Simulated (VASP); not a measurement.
A run of VASP 6.6.1:

The input INCAR:

```
SYSTEM = TiSi2
PREC     = Accurate       ! precision mode
ENCUT    = 600            ! plane-wave cutoff, eV
EDIFF    = 1E-6           ! SCF threshold, eV
ISMEAR   = -1             ! smearing method
SIGMA    = 0.05           ! smearing width, eV
LREAL    = .False.        ! projectors in reciprocal space
LASPH    = .True.         ! aspherical terms in the spheres
NELM     = 100            ! most SCF steps
ALGO     = Normal         ! electronic algorithm
ISIF     = 3              ! what is computed and relaxed
LWAVE    = .False.        ! write WAVECAR
LCHARG   = .False.        ! write CHGCAR
GGA      = PE             ! functional
IVDW     = 13             ! dispersion correction
IBRION   = 2              ! ionic algorithm
NSW      = 60             ! ionic steps
EDIFFG   = -0.02          ! ionic threshold
```

The input KPOINTS:

```
Automatic mesh
0
Gamma
  7 7 7
  0 0 0
```

POSCAR

```
TiSi2
1.0
    0.0000000000      4.1175163063      4.2628978354
    2.3895119538      0.0000000000      4.2628978354
    2.3895119538      4.1175163063      0.0000000000
Ti Si
2 4
Direct
    0.7500000000      0.7500000000      0.7500000000
    0.5000000000      0.5000000000      0.5000000000
    0.4125656100      0.0874343900      0.4125656100
    0.0874343900      0.4125656100      0.0874343900
    0.1625656100      0.8374343900      0.1625656100
    0.8374343900      0.1625656100      0.8374343900
```

Potentials or basis: VASP PAW PBE potentials, release 64 (Ti_sv, Si).

Command:

```console
$ cat potpaw_PBE.64/Ti_sv/POTCAR potpaw_PBE.64/Si/POTCAR > POTCAR
$ mpirun -np 1 vasp_std > vasp.out
```

Hardware: 1 thread of Intel(R) Xeon(R) 6975P-C (Granite Rapids), on a shared host.

Question: Estimate the wall time of this run.

Answer: Run time: 5.2 min on 1 thread of Intel(R) Xeon(R) 6975P-C (Granite Rapids), with other jobs on the host, peak memory 0.36 GiB. Counts: scf iterations 49, k points 64, ion steps 6.
